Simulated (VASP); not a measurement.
# Al in VASP: further runs

Runs on Al. Level: PBEsol. Tasks: single point, relaxation of the atoms.

All numbers are computed with VASP 6.6.1; they aren't measurements. Logs are shortened: lines on timing, memory, paths and dates and some standing lists are left out, and cuts for length are marked.

## 1. Starting point

The cell holds a slab with vacuum, 6 atoms: a = 2.839 Å, b = 2.839 Å, c = 26.592 Å, α = 90.00°, β = 90.00°, γ = 120.00°.

The slab is cut from a database's or a generator's crystal, which needn't be the stable form of the element.

## 2. Single point, PBEsol

INCAR

```
PREC = Accurate
ENCUT = 520
EDIFF = 1E-7
ISMEAR = 1
SIGMA = 0.1
LREAL = F
LASPH = T
NELM = 80
ALGO = Fast
ISIF = 2
LWAVE = F
LCHARG = F
LDIPOL = T
IDIPOL = 3
DIPOL = 0.5 0.5 0.500
GGA = PS
NBANDS = 18
LVHAR = T
LVACPOTAV = T
ICORELEVEL = 1
KPAR = 2
```

KPOINTS

```
regular mesh
0
Gamma
  15 15 1
```

POSCAR

```
Al
1.0
    2.8394891000      0.0000000000      0.0000000000
   -1.4197445500      2.4590697000      0.0000000000
    0.0000000000      0.0000000000     26.5921657200
Al
6
Direct
    0.6666666700      0.3333333300      0.2820379500
    0.3333333300      0.6666666700      0.3692227700
    0.0000000000      0.0000000000      0.4564075900
    0.6666666700      0.3333333300      0.5435924100
    0.3333333300      0.6666666700      0.6307772300
    0.0000000000      0.0000000000      0.7179620500
```

Potentials or basis: VASP PAW PBE potentials, release 64 (Al).

On the command line:

```sh
$ cat potpaw_PBE.64/Al/POTCAR > POTCAR
$ mpirun -np 2 vasp_std > vasp.out
```

OUTCAR:

```text
PREC = Accurate
   ENCUT = 520
   EDIFF = 1E-7
   ISMEAR = 1
   LREAL = F
   LASPH = T
   NELM = 80
   ISIF = 2
   GGA = PS

 ion  position               nearest neighbor table
   1  0.667  0.333  0.282-   2 2.84   2 2.84   2 2.84
   2  0.333  0.667  0.369-   3 2.84   1 2.84   1 2.84   3 2.84   3 2.84   1 2.84
   3  0.000  0.000  0.456-   2 2.84   4 2.84   2 2.84   4 2.84   2 2.84   4 2.84
   4  0.667  0.333  0.544-   5 2.84   3 2.84   5 2.84   3 2.84   3 2.84   5 2.84
   5  0.333  0.667  0.631-   6 2.84   4 2.84   4 2.84   6 2.84   6 2.84   4 2.84
   6  0.000  0.000  0.718-   5 2.84   5 2.84   5 2.84

  LATTYP: Found a hexagonal cell.
 ALAT       =     2.8394891000
 C/A-ratio  =     9.3651233667

  Lattice vectors:

 A1 = (   2.8394891000,   0.0000000000,   0.0000000000)
 A2 = (  -1.4197445500,   2.4590697000,   0.0000000000)
 A3 = (   0.0000000000,   0.0000000000,  26.5921657200)

Analysis of symmetry for initial positions (statically):
=====================================================================
 Subroutine PRICEL returns:
 Original cell was already a primitive cell.

 Routine SETGRP: Setting up the symmetry group for a
 hexagonal supercell.

 Subroutine GETGRP returns: Found 12 space group operations
 (whereof  6 operations were pure point group operations)
 out of a pool of 24 trial point group operations.

The static configuration has the point symmetry C_3v.
 The point group associated with its full space group is D_3d.

Analysis of symmetry for dynamics (positions and initial velocities):
=====================================================================
 Subroutine PRICEL returns:
 Original cell was already a primitive cell.

 Routine SETGRP: Setting up the symmetry group for a
 hexagonal supercell.

 Subroutine GETGRP returns: Found 12 space group operations
 (whereof  6 operations were pure point group operations)
 out of a pool of 24 trial point group operations.

The dynamic configuration has the point symmetry C_3v.
 The point group associated with its full space group is D_3d.

 Subroutine INISYM returns: Found 12 space group operations
 (whereof  6 operations are pure point group operations),
 and found     1 'primitive' translations

----------------------------------------------------------------------------------------

                                     Primitive cell

  volume of cell :     185.6798

  direct lattice vectors                    reciprocal lattice vectors
     2.839489100  0.000000000  0.000000000     0.352176031  0.203328926  0.000000000
    -1.419744550  2.459069700  0.000000000     0.000000000  0.406657851  0.000000000
     0.000000000  0.000000000 26.592165720     0.000000000  0.000000000  0.037605060

  length of vectors
     2.839489100  2.839489105 26.592165720     0.406657852  0.406657851  0.037605060

  position of ions in fractional coordinates (direct lattice)
     0.666666670  0.333333330  0.282037950
     0.333333330  0.666666670  0.369222770
     0.000000000  0.000000000  0.456407590
     0.666666670  0.333333330  0.543592410
     0.333333330  0.666666670  0.630777230
     0.000000000  0.000000000  0.717962050

  ion indices of the primitive-cell ions
   primitive index   ion index
                 1           1
                 2           2
                 3           3
                 4           4
                 5           5
                 6           6

----------------------------------------------------------------------------------------

 KPOINTS: regular mesh

Automatic generation of k-mesh.
 Grid dimensions read from file:
 generate k-points for:   15   15    1

 Generating k-lattice:

  Cartesian coordinates                     Fractional coordinates (reciprocal lattice)
     0.023478402  0.013555262  0.000000000     0.066666667  0.000000000  0.000000000
     0.000000000  0.027110523  0.000000000     0.000000000  0.066666667  0.000000000
     0.000000000  0.000000000  0.037605060     0.000000000  0.000000000  1.000000000

  Length of vectors
     0.027110523  0.027110523  0.037605060

  Shift w.r.t. Gamma in fractional coordinates (k-lattice)
     0.000000000  0.000000000  0.000000000

 Subroutine IBZKPT returns following result:
 ===========================================

 Found     27 irreducible k-points:

 Following reciprocal coordinates:
            Coordinates               Weight
  0.000000  0.000000  0.000000      1.000000
  0.066667  0.000000  0.000000      6.000000
  0.133333  0.000000  0.000000      6.000000
  0.200000  0.000000  0.000000      6.000000
  0.266667  0.000000  0.000000      6.000000
  0.333333  0.000000  0.000000      6.000000
[... 16 lines left out ...]
  0.333333  0.200000  0.000000     12.000000
  0.400000  0.200000  0.000000      6.000000
 [... further k-points ...]
   k-points           NKPTS =     27   k-points in BZ     NKDIM =     27   number of bands    NBANDS=     18
   number of dos      NEDOS =    301   number of ions     NIONS =      6
   total plane-waves  NPLWV = 115200
   dimension x,y,z NGX =    24 NGY =   24 NGZ =  200
   dimension x,y,z NGXF=    48 NGYF=   48 NGZF=  400
   ions per type =               6
   NGX,Y,Z   is equivalent  to a cutoff of  14.05, 14.05, 12.50 a.u.
   NGXF,Y,Z  is equivalent  to a cutoff of  28.10, 28.10, 25.01 a.u.
 SYSTEM =  unknown system
   PREC   = accura    normal or accurate (medium, high low for compatibility)
   ISTART =      0    job   : 0-new  1-cont  2-samecut
   ICHARG =      2    charge: 1-file 2-atom 10-const
   ISPIN  =      1    spin polarized calculation?
   LNONCOLLINEAR =      F non collinear calculations
   LSORBIT =      F    spin-orbit coupling
   LASPH  =      T    aspherical Exc in radial PAW
   ENCUT  =  520.0 eV  38.22 Ry    6.18 a.u.   5.28  5.28 49.44*2*pi/ulx,y,z
   NELM   =     80;   NELMIN=  2; NELMDL= -5     # of ELM steps
   EDIFF  = 0.1E-06   stopping-criterion for ELM
   LREAL  =      F    real-space projection
   EDIFFG = 0.1E-05   stopping-criterion for IOM
   NSW    =      0    number of steps for IOM
   IBRION =     -1    ionic relax: 0-MD 1-quasi-New 2-CG
   NFREE  =      0    steps in history (QN), initial steepest desc. (CG)
   ISIF   =      2    stress and relaxation
   ISYM   =      2    0-nonsym 1-usesym 2-fastsym
   POTIM  = 0.5000    time-step for ionic-motion
   TEBEG  =    0.0;   TEEND  =   0.0 temperature during run
   PSTRESS=    0.0 pullay stress
   NELECT =      18.0000    total number of electrons
   NUPDOWN=      -1.0000    fix difference up-down
   EMIN   =  10.00;   EMAX   =-10.00  energy-range for DOS
   EFERMI =   0.00;   METHOD = LEGACY
   ISMEAR =     1;   SIGMA  =   0.10  broadening in eV -4-tet -1-fermi 0-gaus
   EFERMI_NEDOS =   21; number of points for ismear=-14 and -15
   IALGO  =     68    algorithm
   IMIX   =      4    mixing-type and parameters
     AMIX     =   0.40;   BMIX     =  1.00
     AMIX_MAG =   1.60;   BMIX_MAG =  1.00
  volume/ion in A,a.u.               =      30.95       208.84
  Fermi-wavevector in a.u.,A,eV,Ry     =   0.752045  1.421160  7.695079  0.565572
  Thomas-Fermi vector in A             =   1.849166
   LORBIT       =      0    0 simple, 1 ext, 2 COOP (PROOUT), +10 PAW based schemes
   GGA     = PS    functional components
   LHFCALC =     F    Hartree Fock is set to
   AEXX    =    0.0000 exact exchange contribution
   IVDW    =     0    specifies the selected vdW correction
   LEPSILON=     F    determine dielectric tensor
   LRPA    =     F    only Hartree local field effects (RPA)
 non-spin polarized calculation
 RMM-DIIS sequential band-by-band and
 Methfessel and Paxton  Order N= 1 SIGMA  =   0.10
  energy-cutoff  :      520.00
  volume of cell :      185.68
 maximum number of plane-waves:      5034
 NGX is ok and might be reduce to    24
   NGX = 11   NGY = 11   NGZ = 99

 number of electron      18.0000000 magnetization

 dipolmoment           0.000000      0.000000      0.000000 electrons x Angstroem

 Free energy of the ion-electron system (eV)
  ---------------------------------------------------
  ext. energy  EPLUGINS =         0.00000000
  ---------------------------------------------------
  free energy    TOTEN  =       -23.71499259 eV

  energy without entropy =      -23.71517556  energy(sigma->0) =      -23.71505358

 the core state eigenenergies are
   1-  1s  -1503.8476  2s   -101.0479  2p    -62.5103
   2-  1s  -1503.7100  2s   -100.9714  2p    -62.4298
   3-  1s  -1503.7359  2s   -100.9875  2p    -62.4464
   4-  1s  -1503.7359  2s   -100.9875  2p    -62.4464
   5-  1s  -1503.7100  2s   -100.9714  2p    -62.4298
   6-  1s  -1503.8476  2s   -101.0479  2p    -62.5103

 E-fermi :   2.3580     XC(G=0):  -6.0833

 val. band max:        2.3508865714   @ k =   0.4000   0.1333   0.0000
 cond. band min:       2.3947042306   @ k =   0.2667   0.2000   0.0000
 fundamental gap:      0.0438176592
 Fermi energy:         2.3579958800

 k-point     1 :       0.0000    0.0000    0.0000
  band No.  band energies     occupation
      1      -8.7263      2.00000
      2      -8.2158      2.00000
      3      -7.3845      2.00000
      4      -6.2611      2.00000
      5      -4.8456      2.00000
      6      -3.1368      2.00000
[... 10 lines left out ...]
     17      11.5266      0.00000
     18      13.3961      0.00000

 k-point     2 :       0.0667    0.0000    0.0000
  band No.  band energies     occupation
      1      -8.6177      2.00000
      2      -8.1075      2.00000
      3      -7.2767      2.00000
      4      -6.1540      2.00000
      5      -4.7393      2.00000
      6      -3.0305      2.00000
[... 10 lines left out ...]
     17      11.6894      0.00000
     18      12.0934      0.00000

 k-point     3 :       0.1333    0.0000    0.0000
  band No.  band energies     occupation
      1      -8.2924      2.00000
      2      -7.7832      2.00000
      3      -6.9540      2.00000
      4      -5.8333      2.00000
      5      -4.4209      2.00000
      6      -2.7124      2.00000
[... 10 lines left out ...]
     17       9.5798      0.00000
     18      10.9674      0.00000

 k-point     4 :       0.2000    0.0000    0.0000
  band No.  band energies     occupation
      1      -7.7519      2.00000
      2      -7.2444      2.00000
      3      -6.4178      2.00000
      4      -5.3007      2.00000
      5      -3.8924      2.00000
      6      -2.1858      2.00000
[... 10 lines left out ...]
     17       8.5362      0.00000
     18       9.7561      0.00000

 k-point     5 :       0.2667    0.0000    0.0000
  band No.  band energies     occupation
      1      -6.9987      2.00000
      2      -6.4936      2.00000
      3      -5.6709      2.00000
      4      -4.5590      2.00000
      5      -3.1575      2.00000
      6      -1.4580      2.00000
[... 10 lines left out ...]
     17       9.0530      0.00000
     18       9.3181      0.00000

 k-point     6 :       0.3333    0.0000    0.0000
  band No.  band energies     occupation
      1      -6.0364      2.00000
      2      -5.5345      2.00000
      3      -4.7170      2.00000
      4      -3.6130      2.00000
      5      -2.2236      2.00000
      6      -0.5538      2.00000
[... 307 lines left out ...]
 k-point    21 :       0.2000    0.2000    0.0000
  band No.  band energies     occupation
      1      -5.8235      2.00000
      2      -5.3222      2.00000
      3      -4.5060      2.00000
      4      -3.4035      2.00000
      5      -2.0159      2.00000
      6      -0.3427      2.00000
[... 10 lines left out ...]
     17       6.4434      0.00000
     18       6.9951      0.00000

 k-point    22 :       0.2667    0.2000    0.0000
  band No.  band energies     occupation
      1      -4.7639      2.00000
      2      -4.2665      2.00000
      3      -3.4570      2.00000
      4      -2.3658      2.00000
      5      -1.0012      2.00000
      6       0.5712      2.00000
[... 10 lines left out ...]
     17       5.7090      0.00000
     18       6.7863      0.00000

 k-point    23 :       0.3333    0.2000    0.0000
  band No.  band energies     occupation
      1      -3.5041      2.00000
      2      -3.0123      2.00000
      3      -2.2143      2.00000
      4      -1.1523      2.00000
      5      -0.4231      2.00000
      6       0.0139      2.00000
[... 10 lines left out ...]
     17       5.4571      0.00000
     18       5.8842      0.00000

 k-point    24 :       0.4000    0.2000    0.0000
  band No.  band energies     occupation
      1      -2.0566      2.00000
      2      -2.0532      2.00000
      3      -1.6190      2.00000
      4      -1.5173      2.00000
      5      -0.8492      2.00000
      6      -0.7320      2.00000
[... 10 lines left out ...]
     17       5.0917      0.00000
     18       5.1770      0.00000

 [... further k-points ...]

------------------------ aborting loop because EDIFF is reached ----------------------------------------

  FORCE on cell =-STRESS in cart. coord.  units (eV):
  Direction    XX          YY          ZZ          XY          YZ          ZX
  --------------------------------------------------------------------------------------
  -------------------------------------------------------------------------------------
  Total       -1.2152241     -1.2152241      0.4646601      0.0000000     -0.0000000      0.0000000
  in kB      -10.4858149    -10.4858149      4.0094164      0.0000000     -0.0000000      0.0000000
  external PRESSURE =      -5.6540711 kB  Pullay stress =       0.0000000 kB

 VOLUME and BASIS-vectors are now :
 -----------------------------------------------------------------------------
  energy-cutoff  :      520.00
  volume of cell :      185.68
      direct lattice vectors                 reciprocal lattice vectors
     2.839489100  0.000000000  0.000000000     0.352176031  0.203328926  0.000000000
    -1.419744550  2.459069700  0.000000000     0.000000000  0.406657851  0.000000000
     0.000000000  0.000000000 26.592165720     0.000000000  0.000000000  0.037605060

 POSITION                                       TOTAL-FORCE (eV/Angst)
 -----------------------------------------------------------------------------------
      1.41974      0.81969      7.50000         0.000000     -0.000000     -0.046076
     -0.00000      1.63938      9.81843        -0.000000     -0.000000      0.007955
      0.00000      0.00000     12.13687        -0.000000      0.000000      0.003647
      1.41974      0.81969     14.45530         0.000000     -0.000000     -0.003647
     -0.00000      1.63938     16.77373         0.000000      0.000000     -0.007955
      0.00000      0.00000     19.09217        -0.000000      0.000000      0.046076
 -----------------------------------------------------------------------------------
    total drift:                                0.000000     -0.000000      0.000000

  FREE ENERGIE OF THE ION-ELECTRON SYSTEM (eV)
  ---------------------------------------------------
  free  energy   TOTEN  =       -23.7149925904 eV

  energy  without entropy=      -23.7151755592  energy(sigma->0) =      -23.71505358

 vacuum level on the upper side and lower side of the slab         6.440         6.440
```

It took 47 s on 2 MPI ranks of Intel Xeon 6975P-C (Granite Rapids), shared host; peak memory 0.32 GiB.

What came out:

```yaml
Free_energy: -23.7150 eV
Largest_force: 0.046 eV/Å
Band_gap_on_the_k_mesh: none (metal or under the smearing width)
Work_function_of_the_upper_face: 4.08 eV
Work_function_of_the_lower_face: 4.08 eV
```

Forces in eV/Å, atoms in the order of the input:
```
Al   0.000  0.000 -0.046
Al   0.000  0.000  0.008
Al   0.000  0.000  0.004
Al   0.000  0.000 -0.004
Al   0.000  0.000 -0.008
Al   0.000  0.000  0.046
```

Core levels (eV, on the scale of the bands):
| atom | levels |
| --- | --- |
| 1 Al | 1s -1503.8, 2s -101.0, 2p -62.5 |
| 2 Al | 1s -1503.7, 2s -101.0, 2p -62.4 |
| 3 Al | 1s -1503.7, 2s -101.0, 2p -62.4 |
| 4 Al | 1s -1503.7, 2s -101.0, 2p -62.4 |
| 5 Al | 1s -1503.7, 2s -101.0, 2p -62.4 |
| 6 Al | 1s -1503.8, 2s -101.0, 2p -62.5 |

Caveat: the PAW data sets were made with another functional, which shifts forces and pressure a little.

## 3. Relaxation of the atoms, PBEsol

INCAR

```
PREC = Accurate
ENCUT = 520
EDIFF = 1E-6
ISMEAR = 1
SIGMA = 0.1
LREAL = F
LASPH = T
NELM = 80
ALGO = Normal
ISIF = 2
LWAVE = F
LCHARG = F
LDIPOL = T
IDIPOL = 3
DIPOL = 0.5 0.5 0.500
GGA = PS
IBRION = 2
NSW = 80
EDIFFG = -0.02
KPAR = 2
```

KPOINTS is that of step 2.

POSCAR is that of step 2.

Potentials or basis: VASP PAW PBE potentials, release 64 (Al).

On the command line:

```sh
$ cat potpaw_PBE.64/Al/POTCAR > POTCAR
$ mpirun -np 2 vasp_std > vasp.out
```

Wall time 82 s (2 MPI ranks of Intel Xeon 6975P-C (Granite Rapids), shared host); peak memory 0.33 GiB.

It converged, with:

* Free energy: -23.7162 eV
* Energy gained by relaxing: 0.2 meV/atom
* Ionic steps: 7
* Largest force after relaxing: 0.005 eV/Å
* Band gap on the k mesh: none (metal or under the smearing width)

Forces on the atoms (eV/Å):
```
Al   0.000  0.000 -0.003
Al   0.000  0.000 -0.003
Al   0.000  0.000 -0.005
Al   0.000  0.000  0.005
Al   0.000  0.000  0.003
Al   0.000  0.000  0.003
```

The path:
```
step  energy change (eV)  largest force (eV/Å)  pressure (GPa)
   1              0.0000                0.0461           -0.57
   2             -0.0002                0.0386           -0.58
   3             -0.0005                0.0237           -0.61
   4             -0.0006                0.0335           -0.63
   5             -0.0007                0.0251           -0.65
   6             -0.0010                0.0298           -0.69
   7             -0.0012                0.0046           -0.71
```

Final structure:
```
CELL_PARAMETERS angstrom
2.83949 0.00000 0.00000
-1.41974 2.45907 0.00000
0.00000 0.00000 26.59217
ATOMIC_POSITIONS crystal
Al 0.66667 0.33333 0.28106
Al 0.33333 0.66667 0.36880
Al 0.00000 0.00000 0.45629
Al 0.66667 0.33333 0.54371
Al 0.33333 0.66667 0.63120
Al 0.00000 0.00000 0.71894
```

Levels at points of the mesh, in eV from the Fermi level:
```csv
k point,band 4,band 5,band 6,band 7,band 8,band 9,band 10,band 11,band 12,band 13
"(0.00, 0.00, 0.00)",-8.61,-7.21,-5.52,-3.80,-1.71,0.39,2.32,3.49,4.42,4.52
```

Caveat: the PAW data sets were made with another functional, which shifts forces and pressure a little.

(Part 1 of 2 ends here.)
